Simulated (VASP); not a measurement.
# TiSe (P6_3/mmc) in VASP: relaxation of cell and atoms with r2SCAN

Aim: the relaxation of cell and atoms of TiSe with r2SCAN.

Everything below comes from runs of VASP 6.6.1. Logs are shortened: lines on timing, memory, paths and dates and some standing lists are left out, and cuts for length are marked.

### Step 1. The crystal as given

It takes space group P6_3/mmc (No. 194, hexagonal). The conventional cell has a = 3.559 Å, b = 3.559 Å, c = 6.220 Å, α = 90.00°, β = 90.00°, γ = 120.00°. Ti (site symmetry -3m) is surrounded by 6 Se at 2.58 Å. Se (site symmetry -6m2) is surrounded by 6 Ti at 2.58 Å.

### Step 2. Relaxation of cell and atoms, r2SCAN

Input file POSCAR:

```
TiSe
1.0
    3.5590000000      0.0000000000      0.0000000000
   -1.7795000000      3.0821840000      0.0000000000
    0.0000000000      0.0000000000      6.2200000000
Ti Se
2 2
Direct
    0.0000000000      0.0000000000      0.0000000000
    0.0000000000      0.0000000000      0.5000000000
    0.3333333333      0.6666666667      0.2500000000
    0.6666666667      0.3333333333      0.7500000000
```

Input file INCAR.step1:

```
PREC = Accurate ; ENCUT = 600
ISMEAR = -1 ; SIGMA = 0.05
LREAL = False ; LASPH = True
NELM = 100 ; GGA = PE
ALGO = Normal ; EDIFF = 1E-4
LWAVE = True ; LCHARG = False
```

Input file INCAR.step2:

```
PREC = Accurate ; ENCUT = 600
EDIFF = 1E-7 ; ISMEAR = -1
SIGMA = 0.05 ; LREAL = False
LASPH = True ; NELM = 100
ALGO = Normal ; ISIF = 3
LWAVE = False ; LCHARG = False
METAGGA = R2SCAN ; LMIXTAU = True
IBRION = 2 ; NSW = 80
EDIFFG = -0.02 ; ISTART = 1
```

Input file KPOINTS:

```
Automatic mesh
0
Gamma
  7 7 4
```

Potentials or basis: VASP PAW PBE potentials, release 64 (Ti_sv, Se).

Started as:

```
> cat potpaw_PBE.64/Ti_sv/POTCAR potpaw_PBE.64/Se/POTCAR > POTCAR
> cp INCAR.step1 INCAR
> mpirun -np 1 vasp_std > vasp.out
> cp INCAR.step2 INCAR
> mpirun -np 1 vasp_std > vasp.out
```

OUTCAR:

```text
PREC = Accurate
   ENCUT = 600
   EDIFF = 1E-7
   ISMEAR = -1
   LREAL = False
   LASPH = True
   NELM = 100
   ISIF = 3
   METAGGA = R2SCAN
   IBRION = 2
   NSW = 80
   EDIFFG = -0.02
   ISTART = 1

 ion  position               nearest neighbor table
   1  0.000  0.000  0.000-   3 2.58   4 2.58   4 2.58   3 2.58   4 2.58   3 2.58
   2  0.000  0.000  0.500-   3 2.58   4 2.58   4 2.58   3 2.58   4 2.58   3 2.58
   3  0.333  0.667  0.250-   1 2.58   2 2.58   1 2.58   2 2.58   1 2.58   2 2.58
   4  0.667  0.333  0.750-   1 2.58   2 2.58   1 2.58   2 2.58   1 2.58   2 2.58

  LATTYP: Found a hexagonal cell.
 ALAT       =     3.5590000000
 C/A-ratio  =     1.7476819331

  Lattice vectors:

 A1 = (   3.5590000000,   0.0000000000,   0.0000000000)
 A2 = (  -1.7795000000,   3.0821840000,   0.0000000000)
 A3 = (   0.0000000000,   0.0000000000,   6.2200000000)

Analysis of symmetry for initial positions (statically):
=====================================================================
 Subroutine PRICEL returns:
 Original cell was already a primitive cell.

 Routine SETGRP: Setting up the symmetry group for a
 hexagonal supercell.

 Subroutine GETGRP returns: Found 24 space group operations
 (whereof 12 operations were pure point group operations)
 out of a pool of 24 trial point group operations.

The static configuration has the point symmetry D_3d.
 The point group associated with its full space group is D_6h.

Analysis of symmetry for dynamics (positions and initial velocities):
=====================================================================
 Subroutine PRICEL returns:
 Original cell was already a primitive cell.

 Routine SETGRP: Setting up the symmetry group for a
 hexagonal supercell.

 Subroutine GETGRP returns: Found 24 space group operations
 (whereof 12 operations were pure point group operations)
 out of a pool of 24 trial point group operations.

The dynamic configuration has the point symmetry D_3d.
 The point group associated with its full space group is D_6h.

 Subroutine INISYM returns: Found 24 space group operations
 (whereof 12 operations are pure point group operations),
 and found     1 'primitive' translations

----------------------------------------------------------------------------------------

                                     Primitive cell

  volume of cell :      68.2302

  direct lattice vectors                    reciprocal lattice vectors
     3.559000000  0.000000000  0.000000000     0.280977803  0.162222632  0.000000000
[... 80 lines left out ...]
   PREC   = accura    normal or accurate (medium, high low for compatibility)
   ISTART =      1    job   : 0-new  1-cont  2-samecut
   ICHARG =      0    charge: 1-file 2-atom 10-const
   ISPIN  =      1    spin polarized calculation?
   LNONCOLLINEAR =      F non collinear calculations
   LSORBIT =      F    spin-orbit coupling
   LASPH  =      T    aspherical Exc in radial PAW
   ENCUT  =  600.0 eV  44.10 Ry    6.64 a.u.   7.11  7.11 12.42*2*pi/ulx,y,z
   NELM   =    100;   NELMIN=  2; NELMDL=  0     # of ELM steps
   EDIFF  = 0.1E-06   stopping-criterion for ELM
   LREAL  =      F    real-space projection
   EDIFFG = -.2E-01   stopping-criterion for IOM
   NSW    =     80    number of steps for IOM
   IBRION =      2    ionic relax: 0-MD 1-quasi-New 2-CG
   NFREE  =      1    steps in history (QN), initial steepest desc. (CG)
   ISIF   =      3    stress and relaxation
   ISYM   =      2    0-nonsym 1-usesym 2-fastsym
   POTIM  = 0.5000    time-step for ionic-motion
   TEBEG  =    0.0;   TEEND  =   0.0 temperature during run
   PSTRESS=    0.0 pullay stress
   NELECT =      36.0000    total number of electrons
   NUPDOWN=      -1.0000    fix difference up-down
   EMIN   =  10.00;   EMAX   =-10.00  energy-range for DOS
   EFERMI =   0.00;   METHOD = LEGACY
   ISMEAR =    -1;   SIGMA  =   0.05  broadening in eV -4-tet -1-fermi 0-gaus
   EFERMI_NEDOS =   21; number of points for ismear=-14 and -15
   IALGO  =     38    algorithm
   IMIX   =      4    mixing-type and parameters
     AMIX     =   0.40;   BMIX     =  1.00
     AMIX_MAG =   1.60;   BMIX_MAG =  1.00
  volume/ion in A,a.u.               =      17.06       115.11
  Fermi-wavevector in a.u.,A,eV,Ry     =   1.322869  2.499859 23.809939  1.749981
  Thomas-Fermi vector in A             =   2.452518
   LORBIT       =      0    0 simple, 1 ext, 2 COOP (PROOUT), +10 PAW based schemes
   METAGGA = R2SCAN    functional components
   LHFCALC =     F    Hartree Fock is set to
   AEXX    =    0.0000 exact exchange contribution
   IVDW    =     0    specifies the selected vdW correction
   LEPSILON=     F    determine dielectric tensor
   LRPA    =     F    only Hartree local field effects (RPA)
 conjugate gradient relaxation of ions
 non-spin polarized calculation
  energy-cutoff  :      600.00
  volume of cell :       68.23
 maximum number of plane-waves:      2307
   NGX = 15   NGY = 15   NGZ = 25

--------------------------------------- Ionic step        1  -------------------------------------------

 number of electron      35.9999992 magnetization

 Free energy of the ion-electron system (eV)
  ---------------------------------------------------
  ext. energy  EPLUGINS =         0.00000000
  ---------------------------------------------------
  free energy    TOTEN  =       -59.22493889 eV

  energy without entropy =      -59.19764476  energy(sigma->0) =      -59.21129182

------------------------ aborting loop because EDIFF is reached ----------------------------------------

  FORCE on cell =-STRESS in cart. coord.  units (eV):
  Direction    XX          YY          ZZ          XY          YZ          ZX
  --------------------------------------------------------------------------------------
  -------------------------------------------------------------------------------------
  Total        0.5674608      0.5674606      4.0998574      0.0000000     -0.0000000      0.0000000
  in kB       13.3250694     13.3250659     96.2725338      0.0000000     -0.0000000      0.0000000
  external PRESSURE =      40.9742230 kB  Pullay stress =       0.0000000 kB
[... 253 lines left out ...]
--------------------------------------- Ionic step        8  -------------------------------------------

 number of electron      36.0000000 magnetization

 Free energy of the ion-electron system (eV)
  ---------------------------------------------------
  ext. energy  EPLUGINS =         0.00000000
  ---------------------------------------------------
  free energy    TOTEN  =       -59.41513007 eV

  energy without entropy =      -59.39096910  energy(sigma->0) =      -59.40304959

 E-fermi :   8.7029     XC(G=0): -11.9821

 val. band max:        8.7001822143   @ k =   0.0000   0.0000   0.5000
 cond. band min:       8.7115946512   @ k =   0.1429  -0.0000   0.0000
 fundamental gap:      0.0114124369
 Fermi energy:         8.7029009256

 k-point     1 :       0.0000    0.0000    0.0000
  band No.  band energies     occupation
      1     -51.1654      2.00000
      2     -51.1576      2.00000
      3     -26.5302      2.00000
      4     -26.4104      2.00000
      5     -26.3542      2.00000
      6     -26.3542      2.00000
[... 620 lines left out ...]
  FREE ENERGIE OF THE ION-ELECTRON SYSTEM (eV)
  ---------------------------------------------------
  free  energy   TOTEN  =       -59.4151300743 eV

  energy  without entropy=      -59.3909691017  energy(sigma->0) =      -59.40304959

 reached required accuracy - stopping structural energy minimisation
```

Run time: 19 min. Hardware: 1 thread of Intel Xeon Platinum 8259CL at 2.50GHz (Skylake/Cascade Lake), shared host; peak memory 0.24 GiB.

Results:

```
Free energy                            : -59.4151 eV
Relaxed volume                         : 17.21 Å³/atom
Relaxed cell                           : a = 3.430 Å, b = 3.430 Å, c = 6.755 Å, α = 90.00°, β = 90.00°, γ = 120.00°
Space group after relaxing (to 0.05 Å) : P6_3/mmc (No. 194)
Energy gained by relaxing              : 47.5 meV/atom
Ionic steps                            : 8
Pressure after relaxing                : 0.0 GPa
Band gap on the k mesh                 : none (metal or under the smearing width)
```

Step by step:
| step | energy change (eV) | largest force (eV/Å) | pressure (GPa) | volume (Å³) |
| --- | --- | --- | --- | --- |
| 1 | 0.0000 | 0.0000 | 4.10 | 68.23 |
| 2 | -0.0700 | 0.0000 | -4.09 | 72.59 |
| 3 | -0.0770 | 0.0000 | -2.34 | 71.52 |
| 4 | -0.1510 | 0.0000 | -1.97 | 70.61 |
| 5 | -0.1867 | 0.0000 | -1.35 | 69.63 |
| 6 | -0.1872 | 0.0000 | -1.26 | 69.51 |
| 7 | -0.1855 | 0.0000 | 1.61 | 67.97 |
| 8 | -0.1902 | 0.0000 | -0.02 | 68.82 |

Final structure:
```xyz
4
Lattice="3.4299 0.0000 0.0000 -1.7150 2.9704 0.0000 0.0000 0.0000 6.7550" Properties=species:S:1:pos:R:3 pbc="T T T"
Ti    0.0000    0.0000    0.0000
Ti    0.0000    0.0000    3.3775
Se    0.0000    1.9803    1.6887
Se    1.7150    0.9901    5.0662
```

Levels at points of the mesh, in eV from the Fermi level:
| k point | band 16 | band 17 | band 18 | band 19 | band 20 | band 21 |
| --- | --- | --- | --- | --- | --- | --- |
| (0.00, 0.00, 0.00) | -1.31 | -1.31 | -0.21 | -0.21 | -0.04 | -0.04 |
| (0.00, 0.00, 0.50) | -2.86 | 0.00 | 0.00 | 0.32 | 0.32 | 0.32 |

Caveat: the PAW data sets were made with another functional, which shifts forces and pressure a little.
